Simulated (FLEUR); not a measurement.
# C (Fd-3m) in FLEUR: a series of runs, part 2 of 2

FLEUR MaX-R8.1 (patched build s14).

## 3. Equation of state, PBE, 5.33 Å³/atom (volume scaled by 0.94)

File inp.xml:

```xml
<?xml version="1.0" encoding="UTF-8" standalone="no"?>
<fleurInput fleurInputVersion="0.39">
   <comment>
      C                                                                                                   
   </comment>
   <calculationSetup>
      <cutoffs Kmax="4.5" Gmax="22.5" GmaxXC="22.5" numbands="0"/>
      <scfLoop itmax="60" minDistance="0.00001" maxIterBroyd="15" imix="Anderson" alpha="0.05" precondParam="0.0" spinf="2.0"/>
      <coreElectrons ctail="T" frcor="F" kcrel="0" coretail_lmax="0"/>
      <xcFunctional name="pbe" relativisticCorrections="F"/>
      <magnetism jspins="1"/>
      <soc l_soc="F" theta="0.0" phi="0.0" spav="F"/>
      <expertModes spex="0" secvar="F"/>
      <geometryOptimization l_f="F" forcealpha="1.0" forcemix="BFGS" epsdisp="0.00001" epsforce="0.00001"/>
      <ldaU l_linMix="F" mixParam="0.05" spinf="1.0"/>
   </calculationSetup>
   <cell>
      <bzIntegration valenceElectrons="8.0" mode="hist" fermiSmearingEnergy="0.00183747">
         <kPointListSelection listName="default-1"/>
         <!-- k-points included here -->
         <xi:include xmlns:xi="http://www.w3.org/2001/XInclude" href="kpts.xml"> </xi:include>
      </bzIntegration>
      <!-- symmetry operations included here -->
      <xi:include xmlns:xi="http://www.w3.org/2001/XInclude" href="sym.xml"> </xi:include>
      <bulkLattice scale="0.9795861087">
         <bravaisMatrix>
            <row-1>    0.0000000000000000     3.3700808788279017     3.3700808788279017</row-1>
            <row-2>    3.3700808788279017     0.0000000000000000     3.3700808788279017</row-2>
            <row-3>    3.3700808788279017     3.3700808788279017     0.0000000000000000</row-3>
         </bravaisMatrix>
      </bulkLattice>
   </cell>
   <atomSpecies>
      <species name="Carbon (C)" element="C" atomicNumber="6">
         <mtSphere radius="1.31" gridPoints="447" logIncrement="0.023"/>
         <atomicCutoffs lmax="5" lnonsphr="3"/>
         <electronConfig flipSpins="F">
            <coreConfig>(1s1/2)</coreConfig>
            <valenceConfig>(2s1/2) (2p1/2) (2p3/2)</valenceConfig>
            <stateOccupation state="(2p1/2)" spinUp="0.333333" spinDown="0.333333"/>
            <stateOccupation state="(2p3/2)" spinUp="0.666667" spinDown="0.666667"/>
         </electronConfig>
         <energyParameters s="2" p="2" d="3" f="4"/>
         <lo type="SCLO" l="0" n="2" eDeriv="2"/>
         <lo type="SCLO" l="1" n="2" eDeriv="2"/>
         <lo type="SCLO" l="2" n="3" eDeriv="2"/>
      </species>
   </atomSpecies>
   <atomGroups>
      <atomGroup species="Carbon (C)">
         <relPos label="                   1">-3.000/8.000 -3.000/8.000 -3.000/8.000</relPos>
         <relPos label="                   2">3.000/8.000 3.000/8.000 3.000/8.000</relPos>
         <force calculate="T" relaxXYZ="TTT"/>
      </atomGroup>
   </atomGroups>
   <output dos="F" band="F" slice="F">
      <checks vchk="F" cdinf="F"/>
      <bandDOS minEnergy="-.5*Htr" maxEnergy="0.5*Htr" sigma="0.015" storeEVData="T"/>
      <vacuumDOS vacdos="F" integ="F" star="F" nstars="0" locx1="0.0" locy1="0.0" locx2="0.0" locy2="0.0" nstm="0" tworkf="0.0"/>
      <unfoldingBand unfoldBand="F" supercellX="1" supercellY="1" supercellZ="1"/>
      <plotting iplot="0" polar="F">
         <plot TwoD="T" vec1="  1.0  0.0  0.0" vec2="  0.0  1.0  0.0" vec3="  0.0  0.0  1.0" zero="  0.0  0.0  0.0" file="plot"/>
      </plotting>
      <chargeDensitySlicing numkpt="0" minEigenval="0.0" maxEigenval="0.0" nnne="0" pallst="F"/>
      <specialOutput eonly="F"/>
      <magneticCircularDichroism mcd="F" energyLo="-10.0" energyUp="0.0"/>
   </output>
  <!-- We include the file relax.xml here to enable relaxations (see documentation) -->
  <xi:include xmlns:xi="http://www.w3.org/2001/XInclude" href="relax.xml"> <xi:fallback/> </xi:include>
</fleurInput>
```

Potentials or basis: all-electron, FLAPW.

Run with:

```bash
$ inpgen -f crystal.txt -profile moderate
$ # inp.xml edited to the form shown
$ fleur
```

It took 7.2 s on 1 thread of AMD EPYC 7B13 (Zen 3), shared host; peak memory 0.09 GiB.

Results (log left out):

```yaml
Free_energy: -2073.1870 eV
Band_gap_on_the_k_mesh: 4.28 eV, indirect (least direct gap 5.81 eV)
Valence_electrons_inside_the_program's_atomic_spheres: C 2.01 (radii C 1.31 bohr)
```

Caveat: the plane-wave cutoff is short for the small spheres of the light atoms, so energies, forces and moduli aren't converged; an odd mesh through Γ misses points on the zone boundary, where band edges often lie.

## 4. Equation of state, PBE, 5.44 Å³/atom (volume scaled by 0.96)

Edit inp.xml of step 3 so:

```diff
@@ -24,3 +24,3 @@
       <xi:include xmlns:xi="http://www.w3.org/2001/XInclude" href="sym.xml"> </xi:include>
-      <bulkLattice scale="0.9795861087">
+      <bulkLattice scale="0.9864848297">
          <bravaisMatrix>
```

Run with:

```bash
$ inpgen -f crystal.txt -profile moderate
$ # inp.xml edited to the form shown
$ fleur
```

Run time: 7.3 s. Hardware: 1 thread of AMD EPYC 7B13 (Zen 3), shared host; peak memory 0.09 GiB.

The run converged. Its results:

| Item | Value |
| --- | --- |
| Free energy | -2073.2324 eV |
| Band gap on the k mesh | 4.23 eV, indirect (least direct gap 5.75 eV) |
| Valence electrons inside the program's atomic spheres | C 1.99 (radii C 1.31 bohr) |

Caveat: the plane-wave cutoff is short for the small spheres of the light atoms, so energies, forces and moduli aren't converged; an odd mesh through Γ misses points on the zone boundary, where band edges often lie.

## 5. Equation of state, PBE, 5.67 Å³/atom

Edit inp.xml of step 4 so:

```diff
@@ -24,3 +24,3 @@
       <xi:include xmlns:xi="http://www.w3.org/2001/XInclude" href="sym.xml"> </xi:include>
-      <bulkLattice scale="0.9864848297">
+      <bulkLattice scale="1.0000000000">
          <bravaisMatrix>
```

Run with:

```bash
$ inpgen -f crystal.txt -profile moderate
$ # inp.xml edited to the form shown
$ fleur
```

Run time: 7.3 s. Hardware: 1 thread of AMD EPYC 7B13 (Zen 3), shared host; peak memory 0.09 GiB.

It converged, with:

```
Free energy                                           : -2073.2771 eV
Band gap on the k mesh                                : 4.14 eV, indirect (least direct gap 5.64 eV)
Valence electrons inside the program's atomic spheres : C 1.95 (radii C 1.31 bohr)
```

Caveat: the plane-wave cutoff is short for the small spheres of the light atoms, so energies, forces and moduli aren't converged; an odd mesh through Γ misses points on the zone boundary, where band edges often lie.

## 6. Equation of state, PBE, 5.90 Å³/atom (volume scaled by 1.04)

Edit inp.xml of step 5 so:

```diff
@@ -24,3 +24,3 @@
       <xi:include xmlns:xi="http://www.w3.org/2001/XInclude" href="sym.xml"> </xi:include>
-      <bulkLattice scale="1.0000000000">
+      <bulkLattice scale="1.0131594038">
          <bravaisMatrix>
```

Potentials or basis: all-electron, FLAPW.

Run with:

```bash
$ inpgen -f crystal.txt -profile moderate
$ # inp.xml edited to the form shown
$ fleur
```

Wall time 7.7 s (1 thread of AMD EPYC 7B13 (Zen 3), shared host); peak memory 0.09 GiB.

It converged, with:

* Free energy: -2073.2703 eV
* Band gap on the k mesh: 4.05 eV, indirect (least direct gap 5.54 eV)
* Valence electrons inside the program's atomic spheres: C 1.92 (radii C 1.31 bohr)

Caveat: the plane-wave cutoff is short for the small spheres of the light atoms, so energies, forces and moduli aren't converged; an odd mesh through Γ misses points on the zone boundary, where band edges often lie.

## 7. Equation of state, PBE, 6.01 Å³/atom (volume scaled by 1.06)

Edit inp.xml of step 6 so:

```diff
@@ -24,3 +24,3 @@
       <xi:include xmlns:xi="http://www.w3.org/2001/XInclude" href="sym.xml"> </xi:include>
-      <bulkLattice scale="1.0131594038">
+      <bulkLattice scale="1.0196128224">
          <bravaisMatrix>
```

Run with:

```bash
$ inpgen -f crystal.txt -profile moderate
$ # inp.xml edited to the form shown
$ fleur
```

It took 7.8 s on 1 thread of AMD EPYC 7B13 (Zen 3), shared host; peak memory 0.09 GiB.

It converged, with:

```yaml
Free_energy: -2073.2511 eV
Band_gap_on_the_k_mesh: 4.01 eV, indirect (least direct gap 5.44 eV)
Valence_electrons_inside_the_program's_atomic_spheres: C 1.90 (radii C 1.31 bohr)
```

Caveat: the plane-wave cutoff is short for the small spheres of the light atoms, so energies, forces and moduli aren't converged; an odd mesh through Γ misses points on the zone boundary, where band edges often lie.

## 8. Equation of state, PBE

Potentials or basis: all-electron, FLAPW.

This step only gathers the single runs of the series.

What came out:

| Property | Result |
| --- | --- |
| Equilibrium volume | 5.75 Å³/atom |
| Bulk modulus | 423 GPa |

Energy against volume, from the lowest point:
| volume (Å³/atom) | energy (meV/atom) |
| --- | --- |
| 5.332 | 45.03 |
| 5.445 | 22.36 |
| 5.672 | 0.00 |
| 5.899 | 3.41 |
| 6.012 | 13.00 |

Caveat: small basis for a fit; the plane-wave cutoff is short for the small spheres of the light atoms, so energies, forces and moduli aren't converged.

## 9. Comparison with measurements

Step 8. Against the measured bulk modulus of C, 442 GPa (quoted in “Equation of state of cubic boron nitride at high pressures and temperatures”, 2007, arxiv:cond-mat/0702656), the calculated 423 GPa is off by -4.3 %. 3 values of this kind are on record (442 to 444.8 GPa); this one was drawn at random among those near their median, those with a stated uncertainty first. The fit is for a static lattice scaled at fixed shape and fixed fractional positions. The cell as given is a measured one (5.67 Å³/atom); PBE puts the equilibrium volume +1.4 % from it, thermal expansion not counted.
